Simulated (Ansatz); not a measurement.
## AlN (F-43m): gap, valleys and masses

```
CELL_PARAMETERS angstrom
0.00000 2.18868 2.18868
2.18868 0.00000 2.18868
2.18868 2.18868 0.00000
ATOMIC_POSITIONS crystal
Al 0.00000 0.00000 0.00000
N 0.25000 0.25000 0.25000
```

Conventional cell: a = 4.377 Å, b = 4.377 Å, c = 4.377 Å, α = 90.00°, β = 90.00°, γ = 90.00°. Al (atom 1) is surrounded by 4 N at 1.90 Å. N (atom 2) has 4 Al at 1.90 Å as nearest neighbours.

Unless marked otherwise, the numbers come from PBEsol, all-electron LAPW in Ansatz 0.2.0, scalar-relativistic. k mesh 8×8×8, fixed occupations, basis error target 1 meV/atom. The cell was relaxed by PAW under this functional. The structure is one entry of a database and needn't be the stable phase.

Extrema are searched on a 16×16×16 mesh and refined by Newton steps; masses come from band slopes 0.005 Å⁻¹ away, 1/m* = (1/ħ²) d²E/dk², negative for holes (the finite step makes the lightest masses up to about 3 % heavy). k is in units of the reciprocal vectors.

(1) Where are the band edges, and is the gap direct?

(2) What are the electron masses at the edge?

(3) Several bands lie at or near the hole edge, or its surface isn't an ellipsoid. What are the masses by direction?

(4) Along the Cartesian direction 110 the conduction slope is 0.09642 eV·Å one step out. What is it four steps out, and what does that say?

(5) What electronic dielectric constant and refractive index follow from the same bands (independent particles)?

(6) What gap does PAW give in the same cell?

(7) Cells strained by ±0.5 % (all lengths, zz alone, equal engineering shears γ in yz, zx, xy; ions relaxed) give deformation potentials. How do the edge levels move, in eV per unit strain against the centre of the top valence set?

## Answers

(1) The valence maximum lies at Gamma (0.000, 0.000, 0.000) and the conduction minimum at X (0.000, -0.500, -0.500), so the Kohn-Sham gap of 3.187 eV is indirect; the least direct gap on the mesh is 4.070 eV.

(2) The principal masses are 0.318, 0.318, 0.522 mₑ. One valley has a density-of-states mass (m₁m₂m₃)^(1/3) = 0.375; 3 valleys give N^(2/3) times that, 0.78; the direction-averaged conductivity mass 3/Σ(1/mᵢ) is 0.366 mₑ.

(3) 

```csv
direction,branch from the edge,its level at the point (eV from the edge),m*/mₑ
100,1,0.000,-1.42
100,2,0.000,-1.42
100,3,0.000,-0.31
110,1,0.000,nearly flat
110,2,0.000,-1.42
110,3,0.000,-0.254
111,1,0.000,-4.3
111,2,0.000,-4.3
111,3,0.000,-0.24
11-2,1,0.000,-4.93
11-2,2,0.000,-2.14
11-2,3,0.000,-0.252
```

(4) 0.3854 eV·Å, 3.997 times the first; a parabola would give 4, so the band is nearly parabolic here.

(5) ε∞ = (4.84, 4.84, 4.84), so n ≈ √ε∞ = 2.20 (mean over directions) well under the gap and the normal reflectivity is ((n − 1)/(n + 1))² = 0.141. Local fields, left out here, lower ε∞ by several per cent.

(6) 3.192 eV, 5 meV from the LAPW value.

(7) 

```csv
point,k,side,bands,level (eV),d/dlnV,d/dε_zz,d/dγ,split/ε_zz,split/γ
Gamma,0.00 0.00 0.00,valence,3,0.000,0.00,0.00,0.00*,4.16,12.88
Gamma,0.00 0.00 0.00,conduction,1,4.070,-8.74,-8.74,-0.01*,–,–
X,0.00 -0.50 -0.50,valence,2,-1.787,1.08,-1.67,0.00*,0.22,14.45
X,0.00 -0.50 -0.50,conduction,1,3.187,-0.48,-2.01,0.00*,–,–
X,-0.50 -0.50 0.00,valence,2,-1.787,1.08,6.57,0.00*,0.00,14.45
X,-0.50 -0.50 0.00,conduction,1,3.187,-0.48,2.58,0.00*,–,–
L,0.00 0.50 0.00,valence,2,-0.484,0.12,0.12,-2.43,8.34,6.80
L,0.00 0.50 0.00,conduction,1,7.219,-8.93,-8.93,-4.02,–,–
L,0.50 0.50 0.50,valence,2,-0.484,0.12,0.12,7.29,8.34,0.00
L,0.50 0.50 0.50,conduction,1,7.219,-8.93,-8.93,12.05,–,–
```

For the triplet at Γ the single level moves against the pair by 3bε_zz and by 3√3 d (γ/2), so b = -1.39 eV and d = -4.96 eV.

Sets with another level within 0.15 eV are left out, since it mixes in under strain; the reference set stays in any case. Entries marked * vanish by symmetry to first order; what they show is the residue of the finite step. These cells use a basis error target of 0.5 meV/atom.

Known limits: semilocal gaps are low, and what follows the gap (onsets, screening, light masses) shifts with it; without spin-orbit coupling, bands that meet at the valence top are not the light and heavy holes of experiment; the frozen-core PAW files of the compared runs were fitted under PBE, their cores solved anew for this functional.
